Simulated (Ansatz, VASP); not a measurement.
Two plane-wave programs on Be

The input INCAR:

```
SYSTEM = Be
PREC = Accurate
ENCUT = 520
EDIFF = 1E-7
ISMEAR = -1
SIGMA = 0.05
LREAL = .False.
LASPH = .True.
NELM = 100
ALGO = Normal
ISIF = 2
LWAVE = .False.
LCHARG = .False.
GGA = PE
NBANDS = 7
```

Contents of KPOINTS:

```
regular mesh
0
Gamma
  15 15 15
  0 0 0
```

File POSCAR:

```
Be
1.0
   -1.2275398764      1.2275398764      1.2275398764
    1.2275398764     -1.2275398764      1.2275398764
    1.2275398764      1.2275398764     -1.2275398764
Be
1
Direct
    0.0000000000      0.0000000000      0.0000000000
```

The input input.yaml:

```yaml
crystal:
  lattice:
    - [-1.2275398764, 1.2275398764, 1.2275398764]
    - [1.2275398764, -1.2275398764, 1.2275398764]
    - [1.2275398764, 1.2275398764, -1.2275398764]
  atoms:
    - { symbol: Be, position: [0.0, 0.0, 0.0] }
hamiltonian:
  xc: pbe
  pseudopotentials: { kind: paw }
kpoints:
  mp_grid: { grid: [15, 15, 15] }
scf:
  occupations: { method: fermi_dirac, width: 0.05 }
output:
  forces: true
  stress: true
  eigenvalues: true
```

Change from the starting cell: volume scaled by 0.94.

Alike in both runs: task single point; functional PBE; k mesh 15 × 15 × 15; occupations fermi-dirac, width 0.05 eV; no spin polarisation.

|  | VASP | Ansatz |
| --- | --- | --- |
| version | VASP 6.6.1 | Ansatz 0.2.0 |
| potentials or method | VASP PAW PBE potentials, release 64 (Be) | Ansatz PAW |
| plane-wave cutoff (eV) | 520 | 420 |
| valence electrons in the cell | 2 | 2 |

VASP gave:

- gap on the k mesh at the Fermi level (eV): none
- pressure (GPa): 7.7

Problem. What did Ansatz give for the same quantities?

Solution. gap on the k mesh at the Fermi level (eV): none; pressure (GPa): 7.5.

A gap of «none» marks a metal or a gap that the smearing closes. The functional is the same, so the differences come from potentials, cutoffs and numerics.
